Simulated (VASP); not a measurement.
# HfO2 (Pnma) in VASP: notebook, part 2 of 3

VASP 6.6.1. The steps go on from the part before.

**3. Density of states, LDA**

The input, POSCAR:

```
HfO2
1.0
    5.5563950000      0.0000000000      0.0000000000
    0.0000000000      3.3335970000      0.0000000000
    0.0000000000      0.0000000000      6.5049950000
Hf O
4 8
Direct
    0.7486820000      0.7500000000      0.6078710000
    0.2513180000      0.2500000000      0.3921290000
    0.2486820000      0.7500000000      0.8921290000
    0.7513180000      0.2500000000      0.1078710000
    0.6394990000      0.2500000000      0.4234000000
    0.3605010000      0.7500000000      0.5766000000
    0.1394990000      0.2500000000      0.0766000000
    0.8605010000      0.7500000000      0.9234000000
    0.5207940000      0.2500000000      0.8414530000
    0.4792060000      0.7500000000      0.1585470000
    0.0207940000      0.2500000000      0.6585470000
    0.9792060000      0.7500000000      0.3414530000
```

The input, INCAR.step1:

```
ALGO     = Normal         # electronic algorithm
EDIFF    = 1E-6           # SCF threshold, eV
ENCUT    = 520            # plane-wave cutoff, eV
GGA      = CA             # functional
ISIF     = 2              # what is computed and relaxed
ISMEAR   = 0              # smearing method
LASPH    = True           # aspherical terms in the spheres
LCHARG   = True           # write CHGCAR
LMAXMIX  = 4              # l up to which the mixer works
LREAL    = False          # projectors in reciprocal space
LWAVE    = False          # write WAVECAR
NELM     = 60             # most SCF steps
PREC     = Accurate       # precision mode
SIGMA    = 0.02           # smearing width, eV
```

The input, KPOINTS.step1:

```
k-points
0
Gamma
  4 6 3
```

The input, INCAR.step2:

```
ALGO     = Normal         # electronic algorithm
EDIFF    = 1E-6           # SCF threshold, eV
ENCUT    = 520            # plane-wave cutoff, eV
GGA      = CA             # functional
ICHARG   = 11             # starting density
ISIF     = 2              # what is computed and relaxed
ISMEAR   = -5             # smearing method
LASPH    = True           # aspherical terms in the spheres
LCHARG   = False          # write CHGCAR
LMAXMIX  = 4              # l up to which the mixer works
LORBIT   = 11             # projections on sites
LREAL    = False          # projectors in reciprocal space
LWAVE    = False          # write WAVECAR
NEDOS    = 2001           # points of the DOS
NELM     = 60             # most SCF steps
PREC     = Accurate       # precision mode
SIGMA    = 0.02           # smearing width, eV
```

The input, KPOINTS.step2:

```
k-points
0
Gamma
  6 9 5
```

Potentials or basis: VASP PAW LDA potentials, release 64 (Hf_pv, O).

On the command line:

```
$ cat potpaw_LDA.64/Hf_pv/POTCAR potpaw_LDA.64/O/POTCAR > POTCAR
$ cp INCAR.step1 INCAR
$ cp KPOINTS.step1 KPOINTS
$ mpirun -np 1 vasp_std > vasp.out
$ cp INCAR.step2 INCAR
$ cp KPOINTS.step2 KPOINTS
$ mpirun -np 1 vasp_std > vasp.out
```

OUTCAR:

```text
EDIFF = 1E-6
   ENCUT = 520
   GGA = CA
   ICHARG = 11
   ISIF = 2
   ISMEAR = -5
   LASPH = True
   LORBIT = 11
   LREAL = False
   NELM = 60
   PREC = Accurate

 ion  position               nearest neighbor table
   1  0.749  0.750  0.608-   5 2.14   5 2.14   8 2.14  12 2.16   6 2.17  11 2.27  11 2.27   9 2.59
                             9 2.59   3 3.34   3 3.34   2 3.52   2 3.52   2 3.54   2 3.54   4 3.65
   2  0.251  0.250  0.392-   6 2.14   6 2.14   7 2.14  11 2.16   5 2.17  12 2.27  12 2.27  10 2.59
                            10 2.59   4 3.34   4 3.34   1 3.52   1 3.52   1 3.54   1 3.54   3 3.65
   3  0.249  0.750  0.892-   7 2.14   7 2.14   6 2.14  10 2.16   8 2.17   9 2.27   9 2.27  11 2.59
                            11 2.59   1 3.34   1 3.34   4 3.52   4 3.52   4 3.54   4 3.54   2 3.65
   4  0.751  0.250  0.108-   8 2.14   8 2.14   5 2.14   9 2.16   7 2.17  10 2.27  10 2.27  12 2.59
                            12 2.59   2 3.34   2 3.34   3 3.52   3 3.52   3 3.54   3 3.54   1 3.65
   5  0.639  0.250  0.423-   1 2.14   1 2.14   4 2.14   2 2.17
   6  0.361  0.750  0.577-   2 2.14   2 2.14   3 2.14   1 2.17
   7  0.139  0.250  0.077-   3 2.14   3 2.14   2 2.14   4 2.17
   8  0.861  0.750  0.923-   4 2.14   4 2.14   1 2.14   3 2.17
   9  0.521  0.250  0.841-   4 2.16   3 2.27   3 2.27   1 2.59   1 2.59
[... 1555 lines left out ...]
  energy-cutoff  :      520.00
  volume of cell :      120.49
      direct lattice vectors                 reciprocal lattice vectors
     5.556395000  0.000000000  0.000000000     0.179972806  0.000000000  0.000000000
     0.000000000  3.333597000  0.000000000     0.000000000  0.299976272  0.000000000
     0.000000000  0.000000000  6.504995000     0.000000000  0.000000000  0.153728020

 POSITION                                       TOTAL-FORCE (eV/Angst)
 -----------------------------------------------------------------------------------
      4.15997      2.50020      3.95420        -0.016972     -0.000000     -0.088588
      1.39642      0.83340      2.55080         0.016972      0.000000      0.088588
      1.38178      2.50020      5.80329        -0.016972      0.000000      0.088588
      4.17462      0.83340      0.70170         0.016972     -0.000000     -0.088588
      3.55331      0.83340      2.75421        -0.030962     -0.000000      0.021687
      2.00309      2.50020      3.75078         0.030962     -0.000000     -0.021687
      0.77511      0.83340      0.49828        -0.030962      0.000000     -0.021687
      4.78128      2.50020      6.00671         0.030962     -0.000000      0.021687
      2.89374      0.83340      5.47365        -0.024019     -0.000000      0.174839
      2.66266      2.50020      1.03135         0.024019      0.000000     -0.174839
      0.11554      0.83340      4.28384        -0.024019     -0.000000     -0.174839
      5.44086      2.50020      2.22115         0.024019     -0.000000      0.174839
 -----------------------------------------------------------------------------------
    total drift:                               -0.000000      0.000000      0.000000

  FREE ENERGIE OF THE ION-ELECTRON SYSTEM (eV)
  ---------------------------------------------------
  free  energy   TOTEN  =      -131.7799614630 eV

  energy  without entropy=     -131.7799614630  energy(sigma->0) =     -131.77996146

 total charge

# of ion       s       p       d       tot
------------------------------------------
    1        0.298   6.569   1.464   8.331
    2        0.298   6.569   1.464   8.331
    3        0.298   6.569   1.464   8.331
    4        0.298   6.569   1.464   8.331
    5        1.550   3.558   0.000   5.108
    6        1.550   3.558   0.000   5.108
    7        1.550   3.558   0.000   5.108
    8        1.550   3.558   0.000   5.108
    9        1.545   3.472   0.000   5.017
   10        1.545   3.472   0.000   5.017
   11        1.545   3.472   0.000   5.017
   12        1.545   3.472   0.000   5.017
--------------------------------------------------
tot         13.570  54.396   5.855  73.821
```

OUTCAR.step1:

```text
EDIFF = 1E-6
   ENCUT = 520
   GGA = CA
   ISIF = 2
[... 1588 lines left out ...]
      2.89374      0.83340      5.47365        -0.024061      0.000000      0.174740
      2.66266      2.50020      1.03135         0.024061     -0.000000     -0.174740
      0.11554      0.83340      4.28384        -0.024061     -0.000000     -0.174740
      5.44086      2.50020      2.22115         0.024061      0.000000      0.174740
 -----------------------------------------------------------------------------------
    total drift:                                0.000000      0.000000      0.000000

  FREE ENERGIE OF THE ION-ELECTRON SYSTEM (eV)
  ---------------------------------------------------
  free  energy   TOTEN  =      -131.7799730437 eV

  energy  without entropy=     -131.7799730437  energy(sigma->0) =     -131.77997304
```

OSZICAR.step1:

```text
N       E                     dE             d eps       ncg     rms          rms(c)
DAV:   1     0.549235571606E+03    0.54924E+03   -0.51509E+04  2496   0.172E+03
DAV:   2    -0.121761769827E+03   -0.67100E+03   -0.65487E+03  3172   0.427E+02
DAV:   3    -0.152624981521E+03   -0.30863E+02   -0.30792E+02  2988   0.845E+01
DAV:   4    -0.152966263385E+03   -0.34128E+00   -0.34082E+00  3056   0.981E+00
DAV:   5    -0.152971719817E+03   -0.54564E-02   -0.54533E-02  3012   0.108E+00    0.100E+02
DAV:   6    -0.132476216583E+03    0.20496E+02   -0.11696E+02  2748   0.433E+01    0.877E+01
DAV:   7    -0.131947122054E+03    0.52909E+00   -0.72999E+00  3040   0.135E+01    0.523E+01
DAV:   8    -0.131814552006E+03    0.13257E+00   -0.65332E-01  3016   0.443E+00    0.848E+00
DAV:   9    -0.131781773246E+03    0.32779E-01   -0.12006E-01  3004   0.191E+00    0.315E+00
DAV:  10    -0.131780325778E+03    0.14475E-02   -0.20354E-02  2988   0.632E-01    0.257E-01
DAV:  11    -0.131779962446E+03    0.36333E-03   -0.37465E-03  3236   0.323E-01    0.225E-01
DAV:  12    -0.131780005720E+03   -0.43274E-04   -0.72210E-04  3016   0.116E-01    0.223E-01
DAV:  13    -0.131779972936E+03    0.32784E-04   -0.17168E-04  2940   0.541E-02    0.565E-02
DAV:  14    -0.131779973020E+03   -0.83490E-07   -0.10636E-05  3040   0.172E-02    0.281E-02
DAV:  15    -0.131779973044E+03   -0.23756E-07   -0.70037E-07  1856   0.405E-03
   1 F= -.13177997E+03 E0= -.13177997E+03  d E =-.253967E-20
```

It took 4.1 min on 1 thread of AMD EPYC 9R45 (Zen 5), shared host; peak memory 0.33 GiB.

Results:

```yaml
Valence_electrons_inside_the_program's_atomic_spheres: Hf 8.33; O 5.11, 5.02
```

Levels at points of the mesh, in eV from the valence-band top:
```csv
k point,band 42,band 43,band 44,band 45,band 46,band 47
"(0.00, 0.00, 0.00)",-0.34,-0.05,0.00,3.25,4.18,4.28
"(0.50, 0.00, 0.00)",-0.83,-0.35,-0.35,4.09,4.09,5.30
```

States per cell in windows of 0.5 eV (zero at the valence-band top; states under -8 eV left out):
```tsv
from (eV)	total	Hf1_d	Hf2_d	Hf3_d	Hf4_d	O5_p	O6_p
-8.0	0.00	0.00	0.00	0.00	0.00	0.00	0.00
-7.5	0.00	0.00	0.00	0.00	0.00	0.00	0.00
-7.0	0.00	0.00	0.00	0.00	0.00	0.00	0.00
-6.5	0.02	0.00	0.00	0.00	0.00	0.00	0.00
-6.0	2.19	0.07	0.07	0.07	0.07	0.15	0.15
-5.5	4.13	0.14	0.14	0.14	0.14	0.29	0.29
-5.0	3.53	0.13	0.13	0.13	0.13	0.27	0.27
-4.5	4.55	0.16	0.16	0.16	0.16	0.40	0.40
-4.0	2.77	0.10	0.10	0.10	0.10	0.25	0.25
-3.5	4.57	0.15	0.15	0.15	0.15	0.35	0.35
-3.0	3.40	0.10	0.10	0.10	0.10	0.24	0.24
-2.5	4.75	0.13	0.13	0.13	0.13	0.28	0.28
-2.0	4.89	0.12	0.12	0.12	0.12	0.31	0.31
-1.5	5.25	0.13	0.13	0.13	0.13	0.39	0.39
-1.0	5.43	0.09	0.09	0.09	0.09	0.43	0.43
-0.5	2.69	0.02	0.02	0.02	0.02	0.19	0.19
0.0	0.00	0.00	0.00	0.00	0.00	0.00	0.00
0.5	0.00	0.00	0.00	0.00	0.00	0.00	0.00
1.0	0.00	0.00	0.00	0.00	0.00	0.00	0.00
1.5	0.00	0.00	0.00	0.00	0.00	0.00	0.00
2.0	0.00	0.00	0.00	0.00	0.00	0.00	0.00
2.5	0.00	0.00	0.00	0.00	0.00	0.00	0.00
3.0	0.04	0.01	0.01	0.01	0.01	0.00	0.00
3.5	0.30	0.05	0.05	0.05	0.05	0.00	0.00
4.0	1.23	0.20	0.20	0.20	0.20	0.01	0.01
4.5	2.54	0.43	0.43	0.43	0.43	0.02	0.02
5.0	3.65	0.64	0.64	0.64	0.64	0.02	0.02
5.5	3.95	0.68	0.68	0.68	0.68	0.03	0.03
6.0	3.63	0.63	0.63	0.63	0.63	0.03	0.03
6.5	0.95	0.17	0.17	0.17	0.17	0.01	0.01
7.0	0.00	0.00	0.00	0.00	0.00	0.00	0.00
7.5	0.00	0.00	0.00	0.00	0.00	0.00	0.00
```

The run has no spin-orbit coupling, so splittings on Hf are missing.

**4. Electric field gradients, LDA**

The input, INCAR:

```
SYSTEM = HfO2
PREC = Accurate
ENCUT = 520
EDIFF = 1E-8
ISMEAR = 0
SIGMA = 0.02
LREAL = .False.
LASPH = .True.
NELM = 60
ALGO = Fast
ISIF = 2
LWAVE = .False.
LCHARG = .False.
LEFG = .True.
```

The input, KPOINTS:

```
Automatic mesh
0
Gamma
  4 6 3
  0 0 0
```

POSCAR is that of step 3.

Potentials or basis: VASP PAW LDA potentials, release 64 (Hf_pv, O).

On the command line:

```
$ cat potpaw_LDA.64/Hf_pv/POTCAR potpaw_LDA.64/O/POTCAR > POTCAR
$ mpirun -np 1 vasp_std > vasp.out
```

OUTCAR:

```text
SYSTEM = HfO2
   PREC = Accurate
   ENCUT = 520
   EDIFF = 1E-8
   ISMEAR = 0
   LREAL = .False.
   LASPH = .True.
   NELM = 60
   ISIF = 2

 ion  position               nearest neighbor table
   1  0.749  0.750  0.608-   5 2.14   5 2.14   8 2.14  12 2.16   6 2.17  11 2.27  11 2.27   9 2.59
                             9 2.59   3 3.34   3 3.34   2 3.52   2 3.52   2 3.54   2 3.54   4 3.65
   2  0.251  0.250  0.392-   6 2.14   6 2.14   7 2.14  11 2.16   5 2.17  12 2.27  12 2.27  10 2.59
                            10 2.59   4 3.34   4 3.34   1 3.52   1 3.52   1 3.54   1 3.54   3 3.65
   3  0.249  0.750  0.892-   7 2.14   7 2.14   6 2.14  10 2.16   8 2.17   9 2.27   9 2.27  11 2.59
                            11 2.59   1 3.34   1 3.34   4 3.52   4 3.52   4 3.54   4 3.54   2 3.65
   4  0.751  0.250  0.108-   8 2.14   8 2.14   5 2.14   9 2.16   7 2.17  10 2.27  10 2.27  12 2.59
                            12 2.59   2 3.34   2 3.34   3 3.52   3 3.52   3 3.54   3 3.54   1 3.65
   5  0.639  0.250  0.423-   1 2.14   1 2.14   4 2.14   2 2.17
   6  0.361  0.750  0.577-   2 2.14   2 2.14   3 2.14   1 2.17
   7  0.139  0.250  0.077-   3 2.14   3 2.14   2 2.14   4 2.17
[... 1610 lines left out ...]
   4      72.805    61.271  -134.076       0.086
   5     -14.886    -9.393    24.280       0.226
   6     -14.886    -9.393    24.280       0.226
   7     -14.886    -9.393    24.280       0.226
   8     -14.886    -9.393    24.280       0.226
   9      14.273     8.269   -22.542       0.266
  10      14.273     8.269   -22.542       0.266
  11      14.273     8.269   -22.542       0.266
  12      14.273     8.269   -22.542       0.266
----------------------------------------------------------------------

           NMR quadrupolar parameters

 Cq : quadrupolar parameter    Cq=e*Q*V_zz/h
 eta: asymmetry parameters     (V_yy - V_xx)/ V_zz
 Q  : nuclear electric quadrupole moment in mb (millibarn)
----------------------------------------------------------------------
 ion       Cq(MHz)       eta       Q (mb)
----------------------------------------------------------------------
   1      -0.324       0.086       1.000
   2      -0.324       0.086       1.000
   3      -0.324       0.086       1.000
   4      -0.324       0.086       1.000
   5       0.059       0.226       1.000
   6       0.059       0.226       1.000
   7       0.059       0.226       1.000
   8       0.059       0.226       1.000
   9      -0.055       0.266       1.000
  10      -0.055       0.266       1.000
  11      -0.055       0.266       1.000
  12      -0.055       0.266       1.000
----------------------------------------------------------------------
```

Run time: 3.1 min. Hardware: 1 thread of AMD EPYC 9R45 (Zen 5), shared host; peak memory 0.22 GiB.

What came out:

- Free energy: -131.7800 eV
- Pressure: -15.9 GPa
- Largest force: 0.176 eV/Å
- Band gap on the k mesh: 3.25 eV, direct

Forces in eV/Å, atoms in the order of the input:
```
Hf  -0.017  0.000 -0.089
Hf   0.017  0.000  0.089
Hf  -0.017  0.000  0.089
Hf   0.017  0.000 -0.089
O   -0.031  0.000  0.022
O    0.031  0.000 -0.022
O   -0.031  0.000 -0.022
O    0.031  0.000  0.022
O   -0.024  0.000  0.175
O    0.024  0.000 -0.175
O   -0.024  0.000 -0.175
O    0.024  0.000  0.175
```

Electric field gradients, principal values (V/Å²):
| atom | Vxx | Vyy | Vzz |
| --- | --- | --- | --- |
| 1 Hf | 61.271 | 72.805 | -134.076 |
| 2 Hf | 61.271 | 72.805 | -134.076 |
| 3 Hf | 61.271 | 72.805 | -134.076 |
| 4 Hf | 61.271 | 72.805 | -134.076 |
| 5 O | -9.393 | -14.886 | 24.280 |
| 6 O | -9.393 | -14.886 | 24.280 |
| 7 O | -9.393 | -14.886 | 24.280 |
| 8 O | -9.393 | -14.886 | 24.280 |
| 9 O | 8.269 | 14.273 | -22.542 |
| 10 O | 8.269 | 14.273 | -22.542 |
| 11 O | 8.269 | 14.273 | -22.542 |
| 12 O | 8.269 | 14.273 | -22.542 |

Caveat: so large a pressure means that the cell lies far from this level's equilibrium, or that cutoff or potentials fall short; spin-orbit coupling is left out, which moves the levels of the heavy elements; an odd mesh through Γ misses points on the zone boundary, where band edges often lie.

[end of part 2 of 3]
